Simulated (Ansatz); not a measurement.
Mg₂Sn: pressure and energy above relaxed cell against volume per atom

Results calculated with Ansatz 0.2.0, not measured. Plane-wave density functional theory, PAW datasets, Gaussian smearing 0.05 eV: one cell in which all forces lie under 0.002 eV/angstrom; stress (xx yy zz yz xz xy) and pressure positive in compression; site moments are of spin alone; formation energy from the elements run alike, uncorrected.

Cell of the first row (space group Fm-3m, No. 225):
```
cell vectors (Å)
   0.0000     3.3620     3.3620
   3.3620     0.0000     3.3620
   3.3620     3.3620     0.0000
atoms (fractions of the cell vectors)
Mg  0.25000  0.25000  0.25000
Mg  0.75000  0.75000  0.75000
Sn  0.00000  0.00000  0.00000
```

Settings of every row: paw set soft_2; functional PBE; spin treatment none; moment partition spheres; spin axis none; wave cutoff 420 eV; k mesh 10x10x10; SCF start atoms; lower state search light; symmetry use detected.

Atom first moment, atom hubbard u: 0 on all atoms.

| row | volume per atom (Å³) | pressure (GPa) | energy above relaxed cell (meV per atom) | formation energy (eV per atom) |
| --- | --- | --- | --- | --- |
| 1 | 25.334 | 1.802 | 5.68 | -0.2004 |
| 2 | 25.861 | ? | ? | ? |
| 3 | 25.989 | 0.638 | 0.77 | -0.2053 |
| 4 | 26.099 | 0.456 | 0.4 | -0.2057 |
| 5 | 26.389 | -0.001 | 0 | -0.2061 |
| 6 | 26.917 | -0.768 | 1.29 | -0.2048 |
| 7 | 27.445 | -1.460 | 4.98 | -0.2011 |

Question: what pressure and energy above relaxed cell should row 2 give?

Worked fit of pressure. Take u = (V_r/V)^(2/3) − 1 with V_r = 26.244 Å³ an atom, which is twice the finite (Eulerian) strain; such expansions in the strain, on which the Birch-Murnaghan equation of state is built, carry the rest volume and the bulk modulus. The shown rows have u = 0.02381, 0.00653, 0.0037, -0.00367, -0.01674, -0.02939. Least squares give pressure = 0.2247 + 62.072 × u + 169.3 × u² + 258 × u³ GPa; a parabola predicts inner rows, each left out in turn, worse (root mean square 0.0017 against 0.00099 GPa). The rows lie off it by 0.000, 0.001, -0.001, 0.000, 0.000, 0.000. The pressure vanishes at u = -0.0037, or V = 26.39 Å³ an atom, and there the bulk modulus at fixed shape and fractions is B = −V dP/dV = (2/3)(1 + u) dP/du = 40.4 GPa. The withheld row has u = 0.00985, so the fit gives 0.2247 + 62.072 × (0.00985) + 169.3 × (0.00985)² + 258 × (0.00985)³ = 0.853 GPa.

The calculation gave 0.852 GPa. The fit lies 0.001 GPa (0.031 % of the column's range) above it, one unit of the last digit.

Worked fit of energy above relaxed cell. Take u = (V_r/V)^(2/3) − 1 with V_r = 26.244 Å³ an atom, which is twice the finite (Eulerian) strain; such expansions in the strain, on which the Birch-Murnaghan equation of state is built, carry the rest volume and the bulk modulus. The shown rows have u = 0.02381, 0.00653, 0.0037, -0.00367, -0.01674, -0.02939. Least squares give energy above relaxed cell = 0.096 + 55.07 × u + 7532 × u² meV per atom; a straight line predicts inner rows, each left out in turn, worse (root mean square 2 against 0.0073 meV per atom). The rows lie off it by 0.00, -0.01, 0.00, 0.00, 0.01, 0.00. Its lowest point lies at u = -0.0037, or V = 26.39 Å³ an atom, and the curvature there gives the bulk modulus at fixed shape and fractions, B = (4/9)(1 + u)² E″(u)/V = 40.4 GPa. The withheld row has u = 0.00985, so the fit gives 0.096 + 55.07 × (0.00985) + 7532 × (0.00985)² = 1.37 meV per atom.

The calculation gave 1.36 meV per atom. The fit lies 0.01 meV per atom (0.18 % of the column's range) above it, one unit of the last digit.

The other values of row 2: formation energy -0.2047 eV per atom.
